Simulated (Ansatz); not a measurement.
# Bi4Se3: the cost of one run

Computed with Ansatz 0.2.0 (DFT PBE, scalar-relativistic, plane waves, PAW, unless a step's input says otherwise).

## Step 1: The system as given

It takes space group P6/mmm (No. 191, hexagonal). Conventional cell: a = 5.998 Å, b = 5.998 Å, c = 8.023 Å, α = 90.00°, β = 90.00°, γ = 120.00°. Bi (site symmetry 3m) has 3 Se at 2.19 Å as nearest neighbours. Around Se (site symmetry mmm) lie 4 Bi at 2.19 Å.

Structure file:

```
CELL_PARAMETERS angstrom
5.99826 0.00000 0.00000
-2.99913 5.19464 0.00000
0.00000 0.00000 8.02318
ATOMIC_POSITIONS crystal
Bi 0.33333 0.66667 0.83264
Bi 0.66667 0.33333 0.83264
Bi 0.66667 0.33333 0.16736
Bi 0.33333 0.66667 0.16736
Se 0.50000 0.00000 0.00000
Se 0.00000 0.50000 0.00000
Se 0.50000 0.50000 0.00000
```

A structure generator made this guess: random cell by space group and Wyckoff sites (P6/mmm, No. 191). The dimensions are guesses.

## Step 2: A first look at the guess

Input file input.yaml:

```yaml
crystal:
  lattice:
    - [5.99825849, 0.0, 0.0]
    - [-2.99912924, 5.19464423, 0.0]
    - [0.0, 0.0, 8.0231849]
  atoms:
    - { symbol: Bi, position: [0.33333333, 0.66666667, 0.83263764] }
    - { symbol: Bi, position: [0.66666667, 0.33333333, 0.83263764] }
    - { symbol: Bi, position: [0.66666667, 0.33333333, 0.16736236] }
    - { symbol: Bi, position: [0.33333333, 0.66666667, 0.16736236] }
    - { symbol: Se, position: [0.5, 0.0, 0.0] }
    - { symbol: Se, position: [0.0, 0.5, 0.0] }
    - { symbol: Se, position: [0.5, 0.5, 0.0] }
basis:
  ecutwfc: 420
kpoints:
  mp_grid: { grid: [3, 3, 2] }
hamiltonian:
  xc: pbe
scf:
  occupations: { method: gaussian, width: 0.1 }
  lower_state_search: "off"
output:
  forces: true
  stress: true
  eigenvalues: true
```

Started as:

```
$ ansatz run input.yaml --threads 1 --pin off --max-ram 2560MiB --backend cpu --events-out ev --progress --plain --runs-dir out
```

**Question.** How long does this run take on 1 thread of Arm Neoverse V2, shared host, and how much memory does it need?

About 6.8 s, with a peak of 0.51 GiB.
